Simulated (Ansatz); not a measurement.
# As: the cost of one run

Computed with Ansatz 0.2.0 (DFT PBE+D3(BJ), scalar-relativistic, plane waves, PAW, unless a step's input says otherwise).

## Step 1: The starting structure

It takes space group R-3m (No. 166, trigonal). Conventional cell: a = 3.759 Å, b = 3.759 Å, c = 10.457 Å, α = 90.00°, β = 90.00°, γ = 120.00°. Around As (site symmetry 3m) lie 3 As at 2.52 Å.

As a file:

```xyz
2
Lattice="1.8797 1.0853 3.4858 -1.8797 1.0853 3.4858 0.0000 -2.1705 3.4858" Properties=species:S:1:pos:R:3 pbc="T T T"
As    0.0000    0.0000    2.3795
As    0.0000    0.0000    8.0779
```

Source of the structure: the Crystallography Open Database.

## Step 10: Setting up the map

Atoms count from 1 in the order of the input.

The upper layer of a bilayer is slid over the lower one; relaxed at each slide: the heights of all atoms; the origin of the map has As3 above As2.

The axes are (1) slide of the upper layer along the first cell vector, from As3 above As2: 6 values from 0.000 to 0.833, periodic; (2) slide of the upper layer along the second cell vector, from As3 above As2: 6 values from 0.000 to 0.833, periodic.

Relaxed at each point: the heights of all atoms. Points are written as (first, second).

The two vectors of the plane (Å): (3.572, 0.000, 0.000); (-1.786, 3.093, 0.000).

(The set-up runs are not shown.)

## Step 11: The run at (0/6, 0/6) of the map's two axes

Contents of input.yaml:

```yaml
crystal:
  lattice:
    - [3.5716242768, 0.0, 0.0]
    - [-1.7858121384, 3.0931173565, 0.0]
    - [0.0, 0.0, 20.295123926]
  atoms:
    - { symbol: As, position: [0.3333333333, 0.6666666667, 0.2217281361] }
    - { symbol: As, position: [0.6666666667, 0.3333333333, 0.2905900937] }
    - { symbol: As, position: [0.6666666667, 0.3333333333, 0.4641293149] }
    - { symbol: As, position: [0.3333333333, 0.6666666667, 0.5329912725] }
basis:
  ecutwfc: 420
kpoints:
  mp_grid: { grid: [9, 9, 1] }
hamiltonian:
  xc: pbe
  dispersion: d3bj
scf:
  occupations: { method: gaussian, width: 0.05 }
output:
  forces: true
  eigenvalues: true
relax:
  adjacent_minimum: "off"
  f_tol: 0.003
  max_steps: 20
  constraints: [{ site: 0 }, { sites: [1, 2, 3], fix: xy }]
efield:
  axis: 3
  dipole_correction: true
  ramp_width: 0.04
```

Started as:

```console
$ ansatz run input.yaml --threads 1 --pin off --max-ram 3072MiB --backend cpu --events-out ev --progress --plain --runs-dir out
```

What time and memory should one allow on 1 thread of Intel Xeon 6975P-C (Granite Rapids), shared host?

About 36 s, with a peak of 0.48 GiB.
